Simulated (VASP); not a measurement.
**PbSe (Clausthalite): density of states with r2SCAN+D3(BJ)**

**Experimental background.**

From a printed reference work, monograph, for a bulk crystal of PbSe at 4.2 K: band gap 0.15 eV (direct).

PbSe (Clausthalite):

```
CELL_PARAMETERS angstrom
0.00000 3.06065 3.06065
3.06065 0.00000 3.06065
3.06065 3.06065 0.00000
ATOMIC_POSITIONS crystal
Pb 0.00000 0.00000 0.00000
Se 0.50000 0.50000 0.50000
```

```json
{
 "Program": "VASP 6.6.1",
 "Task": "density of states",
 "Functional": "r2SCAN",
 "Dispersion": "D3(BJ)",
 "Potentials or basis": "VASP PAW PBE potentials, release 64 (Pb_d_GW, Se_GW)",
 "Cutoff": "600 eV",
 "k mesh": "8 × 8 × 8",
 "Occupations": "tetrahedron",
 "Spin": "no spin polarisation",
 "Further INCAR settings": "ALGO = Normal; EDIFF = 1e-07"
}
```

- Pressure: 0.5 GPa
- Band gap on the k mesh: 0.58 eV, direct
- Valence electrons inside the program's atomic spheres: Pb 13.87; Se 3.81
- Dispersion energy per atom: -0.173 eV

Levels at points of the mesh, in eV from the valence-band top:
| k point | band 7 | band 8 | band 9 | band 10 | band 11 | band 12 | band 13 | band 14 | band 15 |
| --- | --- | --- | --- | --- | --- | --- | --- | --- | --- |
| (0.00, 0.00, 0.00) | -14.15 | -6.36 | -2.04 | -2.04 | -2.04 | 5.03 | 5.03 | 5.03 | 6.96 |
| (0.50, 0.00, 0.00) | -13.05 | -9.08 | -1.61 | -1.61 | 0.00 | 0.58 | 1.91 | 1.91 | 9.09 |
| (0.50, 0.50, 0.00) | -12.65 | -7.56 | -5.16 | -3.40 | -3.40 | 4.02 | 5.99 | 5.99 | 6.47 |

States per cell in windows of 1 eV (zero at the valence-band top; states under -8 eV left out):
| from (eV) | total | Se2_p | Pb1_p | Pb1_s | Se2_d | Se2_s | Pb1_d |
| --- | --- | --- | --- | --- | --- | --- | --- |
| -8.0 | 0.56 | 0.02 | 0.00 | 0.32 | 0.00 | 0.06 | 0.00 |
| -7.0 | 0.04 | 0.00 | 0.00 | 0.02 | 0.00 | 0.01 | 0.00 |
| -6.0 | 0.00 | 0.00 | 0.00 | 0.00 | 0.00 | 0.00 | 0.00 |
| -5.0 | 0.52 | 0.14 | 0.06 | 0.01 | 0.00 | 0.00 | 0.00 |
| -4.0 | 1.33 | 0.44 | 0.15 | 0.02 | 0.00 | 0.00 | 0.01 |
| -3.0 | 1.95 | 0.77 | 0.16 | 0.04 | 0.00 | 0.01 | 0.02 |
| -2.0 | 1.45 | 0.61 | 0.08 | 0.12 | 0.00 | 0.01 | 0.02 |
| -1.0 | 0.73 | 0.29 | 0.03 | 0.13 | 0.00 | 0.01 | 0.01 |
| 0.0 | 0.01 | 0.00 | 0.00 | 0.00 | 0.00 | 0.00 | 0.00 |
| 1.0 | 0.55 | 0.04 | 0.16 | 0.01 | 0.01 | 0.04 | 0.00 |
| 2.0 | 1.33 | 0.12 | 0.47 | 0.02 | 0.03 | 0.05 | 0.01 |
| 3.0 | 1.42 | 0.20 | 0.46 | 0.02 | 0.04 | 0.02 | 0.01 |
| 4.0 | 1.91 | 0.36 | 0.50 | 0.02 | 0.06 | 0.01 | 0.03 |
| 5.0 | 0.94 | 0.25 | 0.23 | 0.01 | 0.02 | 0.00 | 0.01 |
| 6.0 | 0.84 | 0.07 | 0.16 | 0.01 | 0.04 | 0.00 | 0.04 |
| 7.0 | 0.90 | 0.03 | 0.14 | 0.01 | 0.05 | 0.01 | 0.05 |

Run time: 2.1 min on 1 thread of Intel(R) Xeon(R) Platinum 8488C (Sapphire Rapids) (shared host), peak memory 0.25 GiB.

Measured gap of PbSe: 0.15 eV (direct; 4.2 K; a printed reference work, monograph). This calculation gives 0.58 eV (+0.43 eV). 2 values of this kind are on record (0.15 to 0.28 eV); this one was drawn at random. Spin-orbit coupling on Pb, Se is left out. The value is that of r2SCAN+D3(BJ) on a finite k mesh, which can miss the band edges, without temperature or zero-point motion.

Caveat: the PAW data sets were made with another functional, which shifts forces and pressure a little; spin-orbit coupling is left out, which as a rule narrows the gap of such compounds by several tenths of an eV.
